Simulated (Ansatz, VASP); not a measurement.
# CsCdCl3 in two plane-wave programs

Wanted: the spread between two codes on one cell, functional and k mesh. The cell is taken from a series of VASP runs on this material, whose earlier steps may have relaxed, scaled or displaced it; both programs get it as it stands.

Calculated with Ansatz 0.2.0; plane waves, with VASP 6.6.1 beside it; relaxation of cell and atoms at LDA.

### Step 1. The starting structure

The structure is cubic, space group Pm-3m (No. 221). Conventional cell: a = 5.124 Å, b = 5.124 Å, c = 5.124 Å, α = 90.00°, β = 90.00°, γ = 90.00°. Nearest to Cs lie 12 Cl at 3.62 Å. Cd has 6 Cl at 2.56 Å nearest. Nearest to Cl lie 2 Cd at 2.56 Å and 4 Cs at 3.62 Å. Farther neighbours and most contacts between anions are not listed.

### Step 2. Ansatz: relaxation of cell and atoms, LDA

Ansatz runs on its default PAW (the set named soft_2) files.

The relaxed volume is the usual yardstick between codes: its relative difference is about their pressure difference at one cell divided by the bulk modulus.

Contents of input.yaml:

```yaml
crystal:
  lattice:
    - [5.124151842, 0.0, 0.0]
    - [0.0, 5.124151842, 0.0]
    - [0.0, 0.0, 5.124151842]
  atoms:
    - { symbol: Cs, position: [0.0, 0.0, 0.0] }
    - { symbol: Cd, position: [0.5, 0.5, 0.5] }
    - { symbol: Cl, position: [0.5, 0.5, 0.0] }
    - { symbol: Cl, position: [0.5, 0.0, 0.5] }
    - { symbol: Cl, position: [0.0, 0.5, 0.5] }
hamiltonian:
  xc: lda
  pseudopotentials: { kind: paw }
kpoints:
  mp_grid: { grid: [4, 4, 4] }
scf:
  occupations: { method: gaussian, width: 0.03 }
relax:
  f_tol: 0.01
  max_steps: 60
  cell: { stress_tol: 0.05 }
output:
  forces: true
  stress: true
  write_density: true
  write_potential: true
  elf: true
  volumetric_format: npy
```

Run with:

```sh
$ ansatz run input.yaml --threads 4 --pin off --max-ram 9216MiB --backend cpu --events-out ev --progress --plain --runs-dir out
```

Numbers of over 12 decimals in the logs are rounded to 6 here.

Log:

```text
Engine: ansatz 0.2.0, aarch64-unknown-linux-gnu
Pseudopotentials: kind: paw
Pseudopotential: Cs, paw, valence charge 9, recommended cutoff 420 eV (normal), Cs.paw.azcp
Pseudopotential: Cd, paw, valence charge 20, recommended cutoff 420 eV (normal), Cd.paw.azcp
Pseudopotential: Cl, paw, valence charge 7, recommended cutoff 420 eV (normal), Cl.paw.azcp
Functional definition: SPW92
  exchange = slater_x
  correlation = pw_c
Crystal: 5 atoms, lattice volume = 134.545 Å³
Basis set: ecut = 420 eV, 2601 PW (Γ)
Bands: 30, of which v1, the nominal top of the filled ones, is band 25 counted from 1 (24 counted from 0)
Symmetry: 48 space group operations
Space group: Pm-3m (ITA 221), of the structure as read, at distance tolerance 5.1e-5 Å
k-points: 10 of 64
Non-local potential: Cs, projectors of the file, l = 0: 3, l = 1: 2, l = 2: 2, l = 3: 2
Non-local potential: Cd, projectors of the file, l = 0: 3, l = 1: 2, l = 2: 2, l = 3: 1
Non-local potential: Cl, projectors of the file, l = 0: 2, l = 1: 2, l = 2: 2
PAW form: soft (Blöchl's): semilocal exchange-correlation on the pseudo side does not see the compensation charge
PAW frozen core: Cs, regenerated for the run's functional, and the local potential with it (the file was generated under x = pbe(κ = 0.804, μ = 0.219515), c = pbe(β = 0.066725))
PAW frozen core: Cd, regenerated for the run's functional, and the local potential with it (the file was generated under x = pbe(κ = 0.804, μ = 0.219515), c = pbe(β = 0.066725))
PAW frozen core: Cl, regenerated for the run's functional, and the local potential with it (the file was generated under x = pbe(κ = 0.804, μ = 0.219515), c = pbe(β = 0.066725))
PAW one-centre angular grid: Cs, 194 points (default); XC on 64 Gauss nodes
PAW one-centre angular grid: Cd, 590 points (default); XC on 64 Gauss nodes
PAW one-centre angular grid: Cl, 110 points (default); XC on 64 Gauss nodes
Initial density: superposition of atomic densities (neutral atoms: chi_scale 0, normalization atom), corrected by the library's trained network
Initial wavefunctions: pseudopotential atomic-orbital guess
Functional: x = slater, c = lda
SCF iter   1: F=—  HF=-16762.491848 eV  |F-HF|=—  |Δ(HF+E_count)|=         —  Δρ=7.46e-3  dr2=6.87e-2  ethr=1.77e-3  ⟨swp⟩=7.8  Hψ=1385  notcnv=0
preconditioner: auto → Resta (q_TF=auto, 2.313 Å⁻¹)  ε∞=3.7  [insulator: Δε(μ)=1.464 eV  Ē_g=12.574 eV  σ=0.030 eV  W_gap=1.00  n_scr=26 (ndim 8)  ℏωp=20.7 eV  f_vac=0.035  D(μ)=0.00/eV (n_scr^D=0)  ε∞_Penn≈3.7]
SCF iter   2: F=—  HF=-16762.472510 eV  |F-HF|=—  |Δ(HF+E_count)|=   1.93e-2  Δρ=3.41e-3  dr2=1.31e-2  ethr=1.37e-4  ⟨swp⟩=2.3  Hψ=614  notcnv=0  defer=9
SCF iter   3: F=—  HF=-16762.468797 eV  |F-HF|=—  |Δ(HF+E_count)|=   3.71e-3  Δρ=8.07e-4  dr2=5.89e-4  ethr=2.63e-5  ⟨swp⟩=2.0  Hψ=446  notcnv=0  defer=10
SCF iter   4: F=—  HF=-16762.468737 eV  |F-HF|=—  |Δ(HF+E_count)|=   6.01e-5  Δρ=1.90e-4  dr2=5.00e-5  ethr=1.18e-6  ⟨swp⟩=2.6  Hψ=499  notcnv=0  defer=10
SCF iter   5: F=—  HF=-16762.468723 eV  |F-HF|=—  |Δ(HF+E_count)|=   1.39e-5  Δρ=5.19e-5  dr2=3.92e-6  ethr=1.00e-7  ⟨swp⟩=2.1  Hψ=513  notcnv=0  defer=10
SCF iter   6: F=—  HF=-16762.468725 eV  |F-HF|=—  |Δ(HF+E_count)|=   1.96e-6  Δρ=9.69e-6  dr2=2.19e-7  ethr=7.84e-9  ⟨swp⟩=2.8  Hψ=505  notcnv=0  defer=10
SCF iter   7: F=-16762.468725 eV  HF=-16762.468725 eV  |F-HF|=2.00e-9  |Δ(HF+E_count)|=   1.87e-8  Δρ=1.97e-6  dr2=8.89e-9  ethr=2.00e-10  ⟨swp⟩=7.9  Hψ=1802  notcnv=0
SCF 1 converged in 7 iterations: F = -16762.468725 eV  dr2 = 8.89e-9
  greatest PAW one-centre occupation: 1.000 electrons in one spin orbital (limit 2), on the Cd atom at site 1 (counted from 0), in its partial waves of l = 0
relax step   1: F+E_penalty+E_count = -16762.46872492 eV  Δ(F+E_penalty+E_count) = +0.000e0 eV  max|allowed force component| = 1.641e-28 eV/Å  Δτ_max = 0.0000 Å  P = -0.270 GPa  Ω = 134.545 Å³  (7 SCF iters, dr2 threshold 1.00e-7 eV, accepted)
[...]
relax step   2: F+E_penalty+E_count = -16762.46948295 eV  Δ(F+E_penalty+E_count) = -7.580e-4 eV  max|allowed force component| = 1.207e-28 eV/Å  Δτ_max = 0.0000 Å  P = -0.030 GPa  Ω = 133.777 Å³  energy of the carried Pulay correction = +3.484e-5 eV  (4 SCF iters, dr2 threshold 1.83e-7 eV, accepted)
[...]
relax step   3: F+E_penalty+E_count = -16762.46942752 eV  Δ(F+E_penalty+E_count) = +5.543e-5 eV  max|allowed force component| = 3.361e-29 eV/Å  Δτ_max = 0.0000 Å  P = -0.030 GPa  Ω = 133.777 Å³  stress off target by 2.97e-2 GPa  SCF on the basis re-selected at this cell (its energy is not comparable with the rows above)  (5 SCF iters)
basis re-selected at this cell: Δ(F+E_penalty+E_count) = +5.543e-5 eV, ΔP = +0.000 GPa vs the last step (what re-selecting the basis moved, of the pressure what is left beyond the Pulay correction that the steps carried, after the strain that the cell walked since its last selection, with what the two solves' SCF thresholds leave and, on support functions, any second-order correction that the steps lacked; it is no m [...]
SCF converged after 5 iterations
Free energy (F): -16762.469428 eV
Harris-Foulkes:  -16762.469428 eV  (|F-HF|=1.46e-11)
Internal energy: -16762.469428 eV  (E = F + TS)
E sigma→0 (E₀):  -16762.469428 eV
Fermi energy:    5.163143 eV
--- Per-component energies (eV) ---
  E_band       = -604.148648
  E_kinetic    = 1132.979509
  E_local      = -5550.599189  (includes V_loc(G=0)·N_el)
  E_nonlocal   = 166.159537
  E_hartree    = 2461.116612
  E_xc         = -666.772447
  E_vxc        = -713.288992  (∫ρ·V_xc dr)
  E_paw        = -10727.653274  (= ΣΔE_a)
  E_vpaw       = -561.633262  (= ΣTr[D̂ρ^β])
  E_aug_tail   = 0.000305  (compensation charges beyond the density's cutoff)
  E_ewald      = -3579.309081
  E_core_change = 1.608600  (= ΣΔE_core)
  E_smearing   = -0.000000  (= −TS)
  E_closure    = 0.000000  (closes the sum)
  Σ components = -16762.469428   (vs F -16762.469428, Δ=0.00e0)
--- Forces (eV/Å), atoms counted from 1 ---
  atom   1  Cs    -0.00000000    -0.00000000     0.00000000
  atom   2  Cd    -0.00000000    -0.00000000     0.00000000
  atom   3  Cl     0.00000000    -0.00000000     0.00000000
  atom   4  Cl     0.00000000    -0.00000000    -0.00000000
  atom   5  Cl     0.00000000    -0.00000000    -0.00000000
  max |Σ_I F_I| component: 8.44e-29 eV/Å
--- Stress (GPa, compression-positive) ---
       -0.029703      -0.000000       0.000000
       -0.000000      -0.029703       0.000000
        0.000000       0.000000      -0.029703
  P = ⅓ Tr σ = -0.0297 GPa (-0.297 kbar)
--- Band table (eV; the first three rows and the last of 10) ---
  k-point 0: bands = [... 21 lower, 3.2525, 3.6427, 3.6427, 3.6427, 5.9571, 9.9168, 10.0745, 10.0745, ... 1 higher]
  k-point 1: bands = [... 21 lower, 3.2164, 3.2164, 3.5331, 3.5331, 7.1856, 10.5599, 10.7042, 10.8567, ... 1 higher]
  k-point 2: bands = [... 21 lower, 3.2928, 3.2928, 3.3258, 3.3258, 8.8331, 11.2963, 11.5170, 11.9811, ... 1 higher]
  k-point 9: bands = [... 21 lower, 3.9573, 3.9573, 4.3688, 4.3688, 9.9573, 9.9573, 9.9573, 11.5705, ... 1 higher]
--- Relaxed structure (2 steps of the walk, 2 accepted, 1 SCFs on fresh bases) ---
  F+E_penalty+E_count = -16762.46942752 eV   max|allowed force component| = 3.361e-29 eV/Å   (the final SCF, on the basis selected at the relaxed cell)
  cell:  # Å, volume = 133.7766 Å³
    - [5.114384, 0, 0]
    - [0, 5.114384, 0.0]
    - [0, 0.0, 5.114384]
  atoms:
    - { symbol: Cs, position: [0, 0, 0] }
    - { symbol: Cd, position: [0.500000, 0.500000, 0.500000] }
    - { symbol: Cl, position: [0.500000, 0.500000, 0] }
    - { symbol: Cl, position: [0.500000, 0, 0.500000] }
    - { symbol: Cl, position: [0, 0.500000, 0.500000] }
```

Elapsed: 2.5 s, on 4 threads of Arm Neoverse V1, shared host; peak memory 0.45 GiB; 8.8 s of CPU time.

### Step 3. VASP: relaxation of cell and atoms, LDA

The same cell, functional (in two slightly different forms), mesh and smearing now go to VASP, with its own data sets and cutoff.

Lines of VASP's logs that name or quote its potential files are left out, and so is its time.

Contents of INCAR:

```
SYSTEM = CsCdCl3
PREC = Accurate
ENCUT = 500
EDIFF = 1E-07
NELM = 100
ISMEAR = 0
SIGMA = 0.03
LREAL = .FALSE.
ALGO = Normal
GGA = CA
NBANDS = 27
LORBIT = 11
LWAVE = .FALSE.
LCHARG = .FALSE.
KPAR = 8
IBRION = 2
NSW = 50
ISIF = 3
EDIFFG = -0.002
```

Contents of POSCAR:

```
CsCdCl3
1.0
    5.1241518420      0.0000000000      0.0000000000
    0.0000000000      5.1241518420      0.0000000000
    0.0000000000      0.0000000000      5.1241518420
Cs Cd Cl
1 1 3
Direct
    0.0000000000      0.0000000000      0.0000000000
    0.5000000000      0.5000000000      0.5000000000
    0.5000000000      0.5000000000      0.0000000000
    0.5000000000      0.0000000000      0.5000000000
    0.0000000000      0.5000000000      0.5000000000
```

Contents of KPOINTS:

```
Automatic mesh
0
Gamma
4 4 4
0 0 0
```

The projector-augmented-wave data sets are Cs_sv, Cd and Cl (LDA family, release 64).

Run with:

```sh
$ mpirun -np 8 vasp_std
```

Log:

```text
[banner, memory and clock lines left out]
running    8 mpi-ranks, on    1 nodes
 distrk:  each k-point on    1 cores,    8 groups
 distr:  one band on    1 cores,    1 groups

 POSCAR found type information on POSCAR CsCdCl
 POSCAR found :  3 types and       5 ions
|                                                                             |
|           W    W    AA    RRRRR   N    N  II  N    N   GGGG   !!!           |
|           W    W   A  A   R    R  NN   N  II  NN   N  G    G  !!!           |
|           W    W  A    A  R    R  N N  N  II  N N  N  G       !!!           |
|           W WW W  AAAAAA  RRRRR   N  N N  II  N  N N  G  GGG   !            |
|           WW  WW  A    A  R   R   N   NN  II  N   NN  G    G                |
|           W    W  A    A  R    R  N    N  II  N    N   GGGG   !!!           |
|                                                                             |
|     For optimal performance we recommend to set                             |
|       NCORE = 2 up to number-of-cores-per-socket                            |
|     NCORE specifies how many cores store one orbital (NPAR=cpu/NCORE).      |
|     This setting can greatly improve the performance of VASP for DFT.       |
|     The default, NCORE=1 might be grossly inefficient on modern             |
|     multi-core architectures or massively parallel machines. Do your        |
|     Unfortunately you need to use the default for GW and RPA                |
|     calculations (for HF NCORE is supported but not extensively tested      |
|     yet).                                                                   |
|                                                                             |

 LDA part: xc-table for (Slater(with rela. corr.)+CA(PZ))
 , standard interpolation
 POSCAR, INCAR and KPOINTS ok, starting setup
 FFT: planning ... GRIDC
 FFT: planning ... GRID_SOFT
 FFT: planning ... GRID
 WAVECAR not read
 entering main loop
       N       E                     dE             d eps       ncg     rms          rms(c)
DAV:   1     0.289555996954E+03    0.28956E+03   -0.19233E+04   540   0.135E+03
DAV:   2     0.291927949752E+01   -0.28664E+03   -0.28091E+03   680   0.288E+02
DAV:   3    -0.175771921419E+02   -0.20496E+02   -0.20450E+02   623   0.813E+01
DAV:   4    -0.178171926484E+02   -0.24000E+00   -0.23982E+00   692   0.975E+00
DAV:   5    -0.178205234430E+02   -0.33308E-02   -0.33304E-02   693   0.112E+00    0.952E+00
DAV:   6    -0.169629500032E+02    0.85757E+00   -0.17851E+00   673   0.150E+01    0.780E+00
DAV:   7    -0.168490138692E+02    0.11394E+00   -0.63572E-01   634   0.621E+00    0.380E+00
DAV:   8    -0.168418272329E+02    0.71866E-02   -0.18293E-01   658   0.385E+00    0.813E-01
DAV:   9    -0.168390590233E+02    0.27682E-02   -0.28544E-02   647   0.191E+00    0.296E-01
DAV:  10    -0.168387275276E+02    0.33150E-03   -0.32576E-03   657   0.500E-01    0.559E-02
DAV:  11    -0.168387433258E+02   -0.15798E-04   -0.13174E-04   644   0.732E-02    0.224E-02
DAV:  12    -0.168387412814E+02    0.20445E-05   -0.14438E-05   698   0.258E-02    0.537E-03
DAV:  13    -0.168387413020E+02   -0.20609E-07   -0.95188E-07   674   0.805E-03
   1 F= -.16838741E+02 E0= -.16838741E+02  d E =-.168387E+02
 curvature:   0.00 expect dE= 0.000E+00 dE for cont linesearch  0.000E+00
 trial: gam= 0.00000 g(F)=  0.000E+00 g(S)=  0.147E-05 ort = 0.000E+00 (trialstep = 0.100E+01)
 search vector abs. value=  0.147E-05
 reached required accuracy - stopping structural energy minimisation
```

From OUTCAR (step 3):

```text
ion  position               nearest neighbor table
   1  0.000  0.000  0.000-
   2  0.500  0.500  0.500-   3 2.56   4 2.56   5 2.56   3 2.56   4 2.56   5 2.56
   3  0.500  0.500  0.000-   2 2.56   2 2.56
   4  0.500  0.000  0.500-   2 2.56   2 2.56
   5  0.000  0.500  0.500-   2 2.56   2 2.56

  LATTYP: Found a simple cubic cell.
 ALAT       =     5.1241518420

 Subroutine GETGRP returns: Found 48 space group operations
 (whereof 48 operations were pure point group operations)

The static configuration has the point symmetry O_h .

 Found     10 irreducible k-points:

   k-points           NKPTS =     10   k-points in BZ     NKDIM =     10   number of bands    NBANDS=     27

   dimension x,y,z NGX =    40 NGY =   40 NGZ =   40
   dimension x,y,z NGXF=    80 NGYF=   80 NGZF=   80

   ENCUT  =  500.0 eV  36.75 Ry    6.06 a.u.   9.34  9.34  9.34*2*pi/ulx,y,z

   NELECT =      42.0000    total number of electrons

 k-points in reciprocal lattice and weights: Automatic mesh
   0.00000000  0.00000000  0.00000000       0.016
   0.25000000  0.00000000  0.00000000       0.094
   0.50000000  0.00000000  0.00000000       0.047
   0.25000000  0.25000000  0.00000000       0.188
   0.50000000  0.25000000  0.00000000       0.188
   0.50000000  0.50000000  0.00000000       0.047
   0.25000000  0.25000000  0.25000000       0.125
   0.50000000  0.25000000  0.25000000       0.188
   0.50000000  0.50000000  0.25000000       0.094
   0.50000000  0.50000000  0.50000000       0.016

 average (electrostatic) potential at core
       1 -47.1699       2 -40.2538       3 -97.2969       4 -97.2969       5 -97.2969

 E-fermi :   0.4805

 k-point     1 :       0.0000    0.0000    0.0000
  band No.  band energies     occupation
    ...
     17      -0.7645      2.00000
     18      -0.7645      2.00000
     19      -0.3775      2.00000
     20      -0.3775      2.00000
     21      -0.3775      2.00000
     22       1.9331      0.00000
     23       5.8866      0.00000
     24       6.0469      0.00000
     25       6.0469      0.00000
     26       7.3690      0.00000
    ...

 k-point     2 :       0.2500    0.0000    0.0000
  band No.  band energies     occupation
    ...
     17      -0.8962      2.00000
     18      -0.8034      2.00000
     19      -0.8034      2.00000
     20      -0.4883      2.00000
     21      -0.4883      2.00000
     22       3.1583      0.00000
     23       6.5279      0.00000
     24       6.6745      0.00000
     25       6.8307      0.00000
     26       7.5992      0.00000
    ...

 k-point     3 :       0.5000    0.0000    0.0000
  band No.  band energies     occupation
    ...
     17      -1.0184      2.00000
     18      -0.7337      2.00000
     19      -0.7337      2.00000
     20      -0.6927      2.00000
     21      -0.6927      2.00000
     22       4.7928      0.00000
     23       7.2527      0.00000
     24       7.4740      0.00000
     25       7.9548      0.00000
     26       8.3326      0.00000
    ...

  Total       -0.0071246     -0.0071246     -0.0071246     -0.0000000     -0.0000000      0.0000000
  in kB       -0.0848408     -0.0848408     -0.0848408     -0.0000000     -0.0000000      0.0000000
  external PRESSURE =      -0.0848408 kB  Pullay stress =       0.0000000 kB

  energy-cutoff  :      500.00
  volume of cell :      134.54
      direct lattice vectors                 reciprocal lattice vectors
     5.124151842  0.000000000  0.000000000     0.195154248  0.000000000  0.000000000
     0.000000000  5.124151842  0.000000000     0.000000000  0.195154248  0.000000000
     0.000000000  0.000000000  5.124151842     0.000000000  0.000000000  0.195154248

 POSITION                                       TOTAL-FORCE (eV/Angst)
 -----------------------------------------------------------------------------------
      0.00000      0.00000      0.00000         0.000000      0.000000      0.000000
      2.56208      2.56208      2.56208         0.000000      0.000000      0.000000
      2.56208      2.56208      0.00000         0.000000      0.000000      0.000000
      2.56208      0.00000      2.56208         0.000000      0.000000      0.000000
      0.00000      2.56208      2.56208         0.000000      0.000000      0.000000
 -----------------------------------------------------------------------------------
    total drift:                                0.000000      0.000000     -0.000000

  FREE ENERGIE OF THE ION-ELECTRON SYSTEM (eV)
  ---------------------------------------------------
  free  energy   TOTEN  =       -16.8387413020 eV

  energy  without entropy=      -16.8387413020  energy(sigma->0) =      -16.83874130

 reached required accuracy - stopping structural energy minimisation

 total charge
# of ion       s       p       d       tot
------------------------------------------
    1        1.828   4.686   0.029   6.543
    2        0.353   0.279   9.615  10.247
    3        1.592   3.521   0.000   5.112
    4        1.592   3.521   0.000   5.112
    5        1.592   3.521   0.000   5.112
--------------------------------------------------
tot          6.956  15.526   9.644  32.127

[... 3 further parts left out ...]
```

CONTCAR:

```
CsCdCl3
   1.00000000000000
     5.1241518419999998    0.0000000000000000    0.0000000000000000
     0.0000000000000000    5.1241518419999998    0.0000000000000000
     0.0000000000000000    0.0000000000000000    5.1241518419999998
  Cs              Cd              Cl
     1     1     3
Direct
     0.0000000000000000    0.0000000000000000    0.0000000000000000
     0.5000000000000000    0.5000000000000000    0.5000000000000000
     0.5000000000000000    0.5000000000000000    0.0000000000000000
     0.5000000000000000    0.0000000000000000    0.5000000000000000
     0.0000000000000000    0.5000000000000000    0.5000000000000000
```

### Step 4. Side by side

Known differences besides the potentials themselves: the two LDA forms differ slightly; both relaxations stop at a tolerance, which leaves soft axes loose, and VASP keeps its plane-wave basis; the data sets hold 50 valence electrons in Ansatz (default PAW (the set named soft_2) files) and 42 in VASP; the cutoff is 420 eV in Ansatz and 500 eV in VASP; VASP's log shows a relativistic correction to its local exchange, Ansatz's none; Ansatz adds a Pulay correction to the stress that steers its cell, VASP none. Total energies have different zeros and are not compared.

The two programs side by side:

```
                                         quantity  Ansatz    VASP  difference
                                      volume (Å³)  133.78  134.54     -0.57 %
edge a after relaxation, in the typed setting (Å)   5.114   5.124     -0.19 %
```

The walks stopped with -0.03 GPa left in Ansatz and -0.01 GPa in VASP; each walk ends within a tolerance, so the volume difference is uncertain by about these residues over the bulk modulus, most in soft cells.

### Step 5. Results

```
difference in volume (relaxation of cell and atoms, LDA) : -0.57 %
```

**Reading.** The difference in volume is -0.57 % (relaxation of cell and atoms, LDA), within the 1.2 % picked in this series as the mark of a large difference, as far as the stopping tolerances let one tell. Such differences can come from data sets, numerical settings and the points named under the comparisons, not from the functional's error against experiment.

[Lines on the potential files, build, host, timing and source positions are cut from VASP's logs without a mark.]

[Logs are printed without paths, hosts, clocks, repeated set-up lines and the standing remarks that a program may print on its own settings, such as how far it seeks lower states.]

[Hosts, paths, dates, database ids (printed as entryN), source tags and the programs' standing remarks are cut or masked in the printed files.]
